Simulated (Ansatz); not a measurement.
# W7S13: the cost of one run

Method: DFT PBEsol, scalar-relativistic, plane waves, PAW, in Ansatz 0.2.0.

3 further runs of the same task are left out: 3 set aside as unsound or not needed.

## Step 1: The starting structure

The structure is trigonal, space group R3 (No. 146). The conventional cell has a = 8.328 Å, b = 8.328 Å, c = 19.111 Å, α = 90.00°, β = 90.00°, γ = 120.00°. W (site symmetry 3) has 6 S at 2.40 Å as nearest neighbours. Around W (site symmetry 1) lie 6 S at 2.40 Å. W (site symmetry 1) has 5 S at 2.40 Å as nearest neighbours. S (site symmetry 3) is surrounded by 3 W at 2.40 Å. S (site symmetry 1) has 3 W at 2.40 Å as nearest neighbours.

The input asks for a charge of +2 e on the cell.

Coordinates:

```
CELL_PARAMETERS angstrom
4.72141 0.90864 6.37046
-3.14761 3.63454 6.37046
-1.57380 -4.54318 6.37046
ATOMIC_POSITIONS crystal
W 0.99933 0.99933 0.99933
W 0.28504 0.14219 0.57076
W 0.14219 0.57076 0.28504
W 0.42790 0.71361 0.85647
W 0.57076 0.28504 0.14219
W 0.85647 0.42790 0.71361
W 0.71361 0.85647 0.42790
S 0.74796 0.74796 0.74796
S 0.03368 0.89082 0.31939
S 0.89082 0.31939 0.03368
S 0.17653 0.46225 0.60511
S 0.31939 0.03368 0.89082
S 0.60511 0.17653 0.46225
S 0.46225 0.60511 0.17653
S 0.86972 0.72687 0.15544
S 0.72687 0.15544 0.86972
S 0.01258 0.29829 0.44115
S 0.15544 0.86972 0.72687
S 0.44115 0.01258 0.29829
S 0.29829 0.44115 0.01258
```

It is built from the cell relaxed beforehand with the same method (18.22 Å³/atom).

## Step 2: Setting up the jump

The supercell lacks one S atom, at fractional position (0.584, 0.584, 0.584), and holds 20 atoms and a charge of +2 e on a uniform background. Atom 8 (S), 3.13 Å away, is to jump into the empty site. The cell is fixed.

## Step 3: Relaxing around the vacancy

Contents of input.yaml:

```yaml
crystal:
  lattice:
    - [4.7214102091, 0.9086358184, 6.3704647762]
    - [-3.1476068061, 3.6345432736, 6.3704647762]
    - [-1.573803403, -4.543179092, 6.3704647762]
  atoms:
    - { symbol: W, position: [0.9993284863, 0.9993284863, 0.9993284863] }
    - { symbol: W, position: [0.285042772, 0.1421856292, 0.5707570577] }
    - { symbol: W, position: [0.1421856292, 0.5707570577, 0.285042772] }
    - { symbol: W, position: [0.4278999149, 0.7136142006, 0.8564713435] }
    - { symbol: W, position: [0.5707570577, 0.285042772, 0.1421856292] }
    - { symbol: W, position: [0.8564713435, 0.4278999149, 0.7136142006] }
    - { symbol: W, position: [0.7136142006, 0.8564713435, 0.4278999149] }
    - { symbol: S, position: [0.747963031, 0.747963031, 0.747963031] }
    - { symbol: S, position: [0.0336773167, 0.8908201738, 0.3193916024] }
    - { symbol: S, position: [0.8908201738, 0.3193916024, 0.0336773167] }
    - { symbol: S, position: [0.1765344595, 0.4622487452, 0.6051058881] }
    - { symbol: S, position: [0.3193916024, 0.0336773167, 0.8908201738] }
    - { symbol: S, position: [0.6051058881, 0.1765344595, 0.4622487452] }
    - { symbol: S, position: [0.4622487452, 0.6051058881, 0.1765344595] }
    - { symbol: S, position: [0.8697227684, 0.7268656256, 0.1554370542] }
    - { symbol: S, position: [0.7268656256, 0.1554370542, 0.8697227684] }
    - { symbol: S, position: [0.0125799113, 0.298294197, 0.4411513399] }
    - { symbol: S, position: [0.1554370542, 0.8697227684, 0.7268656256] }
    - { symbol: S, position: [0.4411513399, 0.0125799113, 0.298294197] }
    - { symbol: S, position: [0.298294197, 0.4411513399, 0.0125799113] }
total_charge: 2
basis:
  ecutwfc: 420
kpoints:
  mp_grid: { grid: [3, 3, 3] }
hamiltonian:
  xc: pbesol
scf:
  occupations: { method: gaussian, width: 0.05 }
output:
  forces: true
  stress: true
  eigenvalues: true
  write_density: true
  write_potential: true
  elf: true
  volumetric_format: npy
relax:
  adjacent_minimum: "off"
  f_tol: 0.02
  max_steps: 50
```

Started as:

```bash
$ ansatz run input.yaml --threads 4 --pin off --max-ram 9216MiB --backend cpu --events-out ev --progress --plain --runs-dir out
```

**Question.** How long does this run take on 4 threads of Arm Neoverse V2, shared host, and how much memory does it need?

About 45 s, with a peak of 1.1 GiB.
